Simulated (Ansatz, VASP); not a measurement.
**One calculation of CoH, two programs**

```
Co H
1.0
     0.00000    1.78243    1.78243
     1.78243    0.00000    1.78243
     1.78243    1.78243    0.00000
Co H
1 1
Cartesian
  0.0000 0.0000 0.0000
  1.7824 1.7824 1.7824
```

Alike in both runs: functional PBEsol; k mesh 15 × 15 × 15; collinear spin.

Ansatz relaxed the structure, and its values are those at the end. VASP's run is a single point on that final structure, the one shown.

```csv
,VASP,Ansatz
version,VASP 6.6.1,Ansatz 0.2.0
potentials or method,"VASP PAW PBE potentials, release 64 (Co, H)","plane waves, PAW"
plane-wave cutoff (eV),520,558
occupations,"fermi-dirac, width 0.1 eV",fermi-dirac
valence electrons in the cell,10,18
```

|  | VASP | Ansatz | Ansatz less VASP |
| --- | --- | --- | --- |
| pressure (GPa) | 19.5 | 20.0 | +0.49 |
| net moment per atom (μB) | 0.52 | 0.52 | +0.005 |
| size of the moment on the site where the two differ most (μB) | 1.05 | 1.02 | -0.034 |

Site moments also hang on the region over which each program counts them. The two sets of potentials don't hold the same shells in valence. Ansatz warned: «given_moment_on_shells».

Caveats: so large a pressure means that the cell lies far from this level's equilibrium, or that cutoff or potentials fall short (VASP); the potentials were made for another functional, which shifts forces and pressure (VASP).
